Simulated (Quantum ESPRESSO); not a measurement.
Sn: equation of state with PBEsol

The system is Sn.

```
CELL_PARAMETERS angstrom
-1.89465 1.89465 1.89465
1.89465 -1.89465 1.89465
1.89465 1.89465 -1.89465
ATOMIC_POSITIONS crystal
Sn 0.00000 0.00000 0.00000
```

This isn't the form of Sn at room conditions, which is tetragonal (white tin).

- Program: Quantum ESPRESSO 7.5
- Task: equation of state
- Functional: PBEsol
- Potentials or basis: GBRV 1.5 PBEsol
- Cutoff: 925 eV
- Density cutoff: 7401 eV
- k mesh: 10 × 10 × 10
- Occupations: fermi-dirac, width 0.05 eV
- Spin: no spin polarisation
- Mixing beta: 0.5
- Most SCF iterations: 120
- SCF threshold: 2e-10 Ry

- Equilibrium volume: 25.96 Å³/atom
- Bulk modulus: 52 GPa
- Pressure derivative of the bulk modulus: 4.7 (rough: it moves with the points fitted)

Energy against volume, from the lowest point:
```
volume (Å³/atom)  energy (meV/atom)
          25.573               0.86
          26.117               0.00
          26.661               2.82
          27.205               8.82
          27.749              17.64
          28.293              28.97
          28.837              42.61
```

All runs of the series together: 68 s on 2 threads of Intel(R) Xeon(R) 6975P-C (Granite Rapids), on a shared host.
